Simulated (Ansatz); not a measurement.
**NiO (Fm-3m): equation of state with a fit in Python**

Aim: an equation of state with a fit, for NiO (Fm-3m), run from a script.

Computed with Ansatz 0.2.0 through its Python package. Level of theory: DFT r2SCAN, plane waves, PAW.

### Step 1. The system

The structure is cubic, space group Fm-3m (No. 225). Conventional cell: a = 4.172 Å, b = 4.172 Å, c = 4.172 Å, α = 90.00°, β = 90.00°, γ = 90.00°. Around Ni (site symmetry m-3m) lie 6 O at 2.09 Å. O (site symmetry m-3m) has 6 Ni at 2.09 Å as nearest neighbours.

No structure file is read: the coordinates are typed or built in the script.

### Step 2. The code

File eos.py:

```python
"""Bulk modulus of NiO from an E(V) curve."""

import warnings

import ansatz as az
import numpy as np
from pymatgen.analysis.eos import EOS

OCCUPATIONS = "Fermi-Dirac"
KGRID = (11, 11, 11)

vectors0 = np.array([
    [0.0, 2.0859, 2.0859],
    [2.0859, 0.0, 2.0859],
    [2.0859, 2.0859, 0.0],
])
sites = [
    ("Ni", [0.0, 0.0, 0.0], 2.0),
    ("O", [0.5, 0.5, 0.5], 0.0),
]


def on_lattice(cell):
    crystal = az.Crystal(lattice=az.Lattice.of(cell))
    for symbol, position, moment in sites:
        crystal = crystal.atom(symbol, position, moment=moment or None)
    return crystal

warnings.simplefilter("ignore", az.DeckWarning)

# scale the volume, keep shape and fractions
volumes, energies = [], []
for scale in np.linspace(0.95, 1.07, 5):
    cell = vectors0 * scale ** (1 / 3)
    job = (
        on_lattice(cell).calculation()
        .scf(lower_state_search="off")
        .occupations(OCCUPATIONS)
        .functional(az.Functional.R2SCAN)
        .basis(19 * az.Ha)
        .spin(az.SpinTreatment.COLLINEAR)
        .kpoints(*KGRID)
    )
    data = job.run(threads=1).report
    volumes.append(abs(np.linalg.det(cell)) / len(sites))
    energies.append(data["free_energy_ev"] / len(sites))
    print(f"V = {volumes[-1]:8.4f} A^3/atom  F = {energies[-1]:.5f} eV/atom")

for form in ["pourier_tarantola", "birch_murnaghan"]:
    fit = EOS(eos_name=form).fit(volumes, energies)
    print(f"{form:18s} V0 {fit.v0:8.4f} A^3/atom  B0 {fit.b0_GPa:7.1f} GPa  B1 {fit.b1:5.2f}")
```

### Step 3. The input behind the calls

The engine receives this input (first run):

```yaml
crystal:
  lattice:
    - [0.0, 2.050538931460142, 2.050538931460142]
    - [2.050538931460142, 0.0, 2.050538931460142]
    - [2.050538931460142, 2.050538931460142, 0.0]
  atoms:
    - { symbol: Ni, position: [0.0, 0.0, 0.0], spin: 2.0 }
    - { symbol: O, position: [0.5, 0.5, 0.5] }
basis:
  ecutwfc: 517.016338673772
kpoints:
  mp_grid:
    grid: [11, 11, 11]
hamiltonian:
  xc: r2scan
magnetization:
  spin_polarized: true
scf:
  lower_state_search: "off"
  occupations:
    method: fermi_dirac
```

### Step 4. Running it

The run is started by

```sh
python eos.py
```

Standard output:

```text
V =   8.6219 A^3/atom  F = -3206.69468 eV/atom
V =   8.8942 A^3/atom  F = -3206.71412 eV/atom
V =   9.1665 A^3/atom  F = -3206.72065 eV/atom
V =   9.4387 A^3/atom  F = -3206.71621 eV/atom
V =   9.7110 A^3/atom  F = -3206.70246 eV/atom
pourier_tarantola  V0   9.1851 A^3/atom  B0   215.1 GPa  B1  4.52
birch_murnaghan    V0   9.1852 A^3/atom  B0   214.7 GPa  B1  4.51
```

Wall time 45 s (1 thread of Arm Neoverse V1, shared host); peak memory 0.49 GiB.

### Step 5. What changed from run to run

The engine's inputs for some of the other runs:

Run 3, against run 1:

```diff
@@ -3,3 +3,3 @@
-    - [0.0, 2.050538931460142, 2.050538931460142]
-    - [2.050538931460142, 0.0, 2.050538931460142]
-    - [2.050538931460142, 2.050538931460142, 0.0]
+    - [0.0, 2.092829951240444, 2.092829951240444]
+    - [2.092829951240444, 0.0, 2.092829951240444]
+    - [2.092829951240444, 2.092829951240444, 0.0]
```

Run 4, against run 1:

```diff
@@ -3,3 +3,3 @@
-    - [0.0, 2.050538931460142, 2.050538931460142]
-    - [2.050538931460142, 0.0, 2.050538931460142]
-    - [2.050538931460142, 2.050538931460142, 0.0]
+    - [0.0, 2.113349200428508, 2.113349200428508]
+    - [2.113349200428508, 0.0, 2.113349200428508]
+    - [2.113349200428508, 2.113349200428508, 0.0]
```

Run 5, against run 1:

```diff
@@ -3,3 +3,3 @@
-    - [0.0, 2.050538931460142, 2.050538931460142]
-    - [2.050538931460142, 0.0, 2.050538931460142]
-    - [2.050538931460142, 2.050538931460142, 0.0]
+    - [0.0, 2.133477547099358, 2.133477547099358]
+    - [2.133477547099358, 0.0, 2.133477547099358]
+    - [2.133477547099358, 2.133477547099358, 0.0]
```

Lines on the test bed's own set-up are left out of the output.

### Step 6. Run by run

The 5 runs, in the order started:

| run | volume (Å³/atom) | energy from run 3 (meV/atom) | moment (μB/cell) | SCF cycles | CPU time (s) |
| --- | --- | --- | --- | --- | --- |
| 1 | 8.622 | 25.97 | 2.00 | 13 | 8.1 |
| 2 | 8.894 | 6.53 | 2.00 | 14 | 8.8 |
| 3 | 9.166 | 0.00 | 2.00 | 14 | 8.6 |
| 4 | 9.439 | 4.44 | 2.00 | 14 | 8.6 |
| 5 | 9.711 | 18.18 | 2.00 | 13 | 8.2 |

Energies are free energies F = E - TS of the smeared occupations. 

### Step 7. What came out

```
                      quantity           value
                 runs compared               5
               range of energy  25.97 meV/atom
lowest point, volume (Å³/atom)           9.166
      equilibrium volume (fit)    9.19 Å³/atom
            bulk modulus (fit)         215 GPa
```

A third-order Birch-Murnaghan fit through the 5 points has its minimum at 9.19 Å³ an atom, 1.2 % above the typed cell, with a bulk modulus of 215 GPa and dB/dP = 4.5. From that minimum the energy rises by 26.0 meV an atom on the compressed side and 18.2 meV on the expanded side. Notes:
- The magnetic order follows from the starting moments and needn't be the lowest.
- With one magnetic atom the cell can hold only ferromagnetic order.
- Without a Hubbard U or exact exchange, semilocal functionals often make such 3d compounds metallic or too weakly gapped.
